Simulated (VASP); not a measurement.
Write the native input for VASP 6.6.1 that does the following.

```yaml
Task: relaxation of cell and atoms
Functional: r2SCAN
Potentials_or_basis: VASP PAW PBE potentials, release 64 (Si, Mo_sv)
Cutoff: 600 eV
k_mesh: 16 × 16 × 16
Occupations: methfessel-paxton, width 0.1 eV
Spin: no spin polarisation
Further_INCAR_settings: ALGO = Normal; EDIFF = 1e-06; IBRION = 2; EDIFFG = -0.01; NSW = 90; ISIF = 3
```

The structure of Si2Mo lies in POSCAR:

```
Si2Mo
1.0
   -1.6000000000      1.6000000000      3.9305000000
    1.6000000000     -1.6000000000      3.9305000000
    1.6000000000      1.6000000000     -3.9305000000
Si Mo
2 1
Direct
    0.3330000000      0.3330000000      0.0000000000
    0.6670000000      0.6670000000      0.0000000000
    0.0000000000      0.0000000000      0.0000000000
```

The input as run:

INCAR

```
SYSTEM = Si2Mo
PREC = Accurate ; ENCUT = 600
EDIFF = 1E-6 ; ISMEAR = 1
SIGMA = 0.1 ; LREAL = .False.
LASPH = .True. ; NELM = 80
ALGO = Normal ; ISIF = 3
LWAVE = .False. ; LCHARG = .False.
METAGGA = R2SCAN ; LMIXTAU = .True.
IBRION = 2 ; NSW = 90
EDIFFG = -0.01
```

KPOINTS

```
regular mesh
0
Gamma
  16 16 16
  0 0 0
```

Potentials or basis: VASP PAW PBE potentials, release 64 (Si, Mo_sv).

The run is started by

```bash
$ cat potpaw_PBE.64/Si/POTCAR potpaw_PBE.64/Mo_sv/POTCAR > POTCAR
$ mpirun -np 1 vasp_std > vasp.out
```

Results of the run:

| Item | Value |
| --- | --- |
| Relaxed volume | 13.38 Å³/atom |
| Relaxed cell | a = 4.520 Å, b = 4.520 Å, c = 4.520 Å, α = 138.50°, β = 138.50°, γ = 60.14° |
| Space group after relaxing (to 0.05 Å) | I4/mmm (No. 139) |
| Energy gained by relaxing | 2.8 meV/atom |
| Ionic steps | 6 |
| Pressure after relaxing | 0.0 GPa |
| Band gap on the k mesh | none (metal or under the smearing width) |

Caveat: the PAW data sets were made with another functional, which shifts forces and pressure a little.

Wall time 48 min on 1 thread of Intel(R) Xeon(R) Platinum 8488C (Sapphire Rapids), on a shared host, peak memory 0.43 GiB.
